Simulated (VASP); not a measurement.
Set up this calculation in VASP 6.6.1, as the native input.

```
Task                            : evGW0 quasiparticle levels
Functional                      : PBE
Potentials or basis             : VASP PAW PBE potentials, release 64 (Ba_sv_GW, Ti_sv_GW, O_GW)
Cutoff                          : 500 eV
k mesh                          : 4 × 4 × 4
Occupations                     : gaussian, width 0.01 eV
Spin                            : no spin polarisation
Ladder                          : free
GW scheme                       : evGW0
GW iterations                   : 4
Cutoff of the response function : 150
Frequency points                : 50
Empty bands                     : 268
Further INCAR settings          : ALGO = EVGW0; EDIFF = 1e-08; NBANDS = 288
```

The system is BaTiO3.

```
CELL_PARAMETERS angstrom
4.00600 0.00000 0.00000
0.00000 4.00600 0.00000
0.00000 0.00000 4.00600
ATOMIC_POSITIONS crystal
Ba 0.50000 0.50000 0.50000
Ti 0.00000 0.00000 0.00000
O 0.00000 0.00000 0.50000
O 0.00000 0.50000 0.00000
O 0.50000 0.00000 0.00000
```

The input as run:

POSCAR

```
BaTiO3
1.0
    4.0060000000      0.0000000000      0.0000000000
    0.0000000000      4.0060000000      0.0000000000
    0.0000000000      0.0000000000      4.0060000000
Ba Ti O
1 1 3
Direct
    0.5000000000      0.5000000000      0.5000000000
    0.0000000000      0.0000000000      0.0000000000
    0.0000000000      0.0000000000      0.5000000000
    0.0000000000      0.5000000000      0.0000000000
    0.5000000000      0.0000000000      0.0000000000
```

INCAR.step1

```
SYSTEM = BaTiO3
PREC = Accurate
ENCUT = 500
EDIFF = 1E-8
ISMEAR = 0
SIGMA = 0.01
LREAL = .False.
LASPH = .True.
NELM = 100
ALGO = Normal
LWAVE = .True.
LCHARG = .False.
GGA = PE
KPAR = 4
```

INCAR.step2

```
SYSTEM = BaTiO3
PREC = Accurate
ENCUT = 500
EDIFF = 1E-8
ISMEAR = 0
SIGMA = 0.01
LREAL = .False.
LASPH = .True.
NELM = 1
ALGO = Exact
LWAVE = .True.
LCHARG = .False.
GGA = PE
NBANDS = 288
LOPTICS = .True.
ISTART = 1
KPAR = 4
```

INCAR.step3

```
SYSTEM = BaTiO3
PREC = Accurate
ENCUT = 500
EDIFF = 1E-8
ISMEAR = 0
SIGMA = 0.01
LREAL = .False.
LASPH = .True.
ALGO = EVGW0
LWAVE = .False.
LCHARG = .False.
GGA = PE
NELMGW = 4
NBANDS = 288
ENCUTGW = 150
NOMEGA = 50
PRECFOCK = Fast
ISTART = 1
NBANDSGW = 28
KPAR = 4
```

KPOINTS

```
Automatic mesh
0
Gamma
  4 4 4
  0 0 0
```

Potentials or basis: VASP PAW PBE potentials, release 64 (Ba_sv_GW, Ti_sv_GW, O_GW).

Run with:

```sh
$ cat potpaw_PBE.64/Ba_sv_GW/POTCAR potpaw_PBE.64/Ti_sv_GW/POTCAR potpaw_PBE.64/O_GW/POTCAR > POTCAR
$ cp INCAR.step1 INCAR
$ mpirun -np 4 vasp_std > vasp.out
$ cp INCAR.step2 INCAR
$ mpirun -np 4 vasp_std > vasp.out
$ cp INCAR.step3 INCAR
$ mpirun -np 4 vasp_std > vasp.out
```

Results of the run:

```
Band gap on the k mesh, mean-field level : 1.78 eV, indirect (least direct gap 1.90 eV)
Quasiparticle gap                        : 3.85 eV
Least direct quasiparticle gap           : 3.95 eV
```

Caveat: bands, screening cutoff and mesh are small and nothing is extrapolated, so the quasiparticle values aren't converged; spin-orbit coupling is left out, which moves the levels of the heavy elements.

It took 20 min on 4 MPI ranks on Intel(R) Xeon(R) Platinum 8488C (Sapphire Rapids), with other jobs on the host, peak memory 0.85 GiB a rank.
